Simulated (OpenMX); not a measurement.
The system is Au.

```
Au
1.0
     2.90000    0.00000    0.00000
    -1.45000    2.51147    0.00000
     0.00000    0.00000    4.88000
Au
2
Direct
  0.66667 0.33333 0.25000
  0.33333 0.66667 0.75000
```

This isn't the form of Au at room conditions, which is fcc.

| Property | Result |
| --- | --- |
| Program | OpenMX 3.8.5 |
| Task | single point |
| Functional | PBE |
| Potentials or basis | OpenMX 2013 PBE set, Au7.0-s3p2d2f1, grid cutoff 400 Ry |
| k mesh | 11 × 11 × 7 |
| Occupations | fermi-dirac, width 0.05 eV |
| Spin | no spin polarisation |

On this cell: pressure 2.9 GPa; largest force 0.008 eV/Å; band gap on the k mesh none (metal or under the smearing width).

The same run follows on a disturbed copy (atoms moved at random, drawn with an rms of 0.05 Å):

```
CELL_PARAMETERS angstrom
2.90000 0.00000 0.00000
-1.45000 2.51147 0.00000
0.00000 0.00000 4.88000
ATOMIC_POSITIONS crystal
Au 0.68819 0.35203 0.25122
Au 0.32218 0.66326 0.75447
```

What does the disturbed cell give?

The energy (extrapolated to zero smearing) moves by +1.7 meV/atom; pressure 3.0 GPa; largest force 0.138 eV/Å; band gap on the k mesh none (metal or under the smearing width).

Forces on the atoms (eV/Å):
```
Au  -0.058 -0.037  0.120
Au   0.053  0.036 -0.122
```

Caveats: the basis of atomic orbitals isn't converged, which shifts pressures, moduli and gaps.
